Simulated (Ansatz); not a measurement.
# How AgBr answers to pressure

```cif
data_structure
_symmetry_space_group_name_H-M 'Fm-3m'
_symmetry_Int_Tables_number 225
_cell_length_a 5.8409
_cell_length_b 5.8409
_cell_length_c 5.8409
_cell_angle_alpha 90.000
_cell_angle_beta 90.000
_cell_angle_gamma 90.000
_cell_volume 199.27
loop_
_atom_site_label
_atom_site_type_symbol
_atom_site_symmetry_multiplicity
_atom_site_Wyckoff_symbol
_atom_site_fract_x
_atom_site_fract_y
_atom_site_fract_z
_atom_site_occupancy
Ag1 Ag 4 a 0.00000 0.00000 0.00000 1
Br1 Br 4 b 0.50000 0.00000 0.00000 1
```

The runs use the primitive cell with vectors (0.000, 2.920, 2.920), (2.920, 0.000, 2.920), (2.920, 2.920, 0.000) Å, to which the k mesh refers.

The structure comes from a relaxation in the same program, started in the rocksalt type, and has space group Fm-3m. Whether it is a known phase or the ground state wasn't checked.

Computed with DFT, PBE, all-electron LAPW, scalar-relativistic (Ansatz 0.2.0).

Sampling and basis: a Γ-centred 13×13×13 k mesh, Fermi–Dirac smearing of 0.03 eV, basis error target 0.25 meV/atom, no spin polarisation.

The cell is scaled evenly with fractional coordinates held. Semilocal gaps are too small, but their slopes carry over better.

```csv
V/V(cell),P (GPa),gap on the k mesh (eV)
0.9750,1.05,0.700
1.0000,0.00,0.708
1.0250,-0.90,0.719
1.0500,-1.66,0.731
```

**Question.** From the rows at 0.9750 and 1.0250, what is the bulk modulus at the cell's volume?

**Answer.** B = −ΔP/Δln V = −[(-0.90) − (1.05)]/0.05001 = 39.0 GPa.

**Question.** What are the gap's volume deformation potential and pressure coefficient?

**Answer.** dEg/dln V = (0.719 − 0.700)/0.05001 = 0.38 eV, and dEg/dP = −(dEg/dln V)/B = -9.7 meV/GPa: pressure narrows the gap.

**Question.** Predict the row at V/V(cell) = 0.9500. How far is a linear estimate of P off?

**Answer.** P = 2.28 GPa, gap 0.695 eV. The linear estimate P(cell) − B ln(V/V(cell)) = 2.00 GPa misses by 0.28 GPa, since the modulus grows under compression.
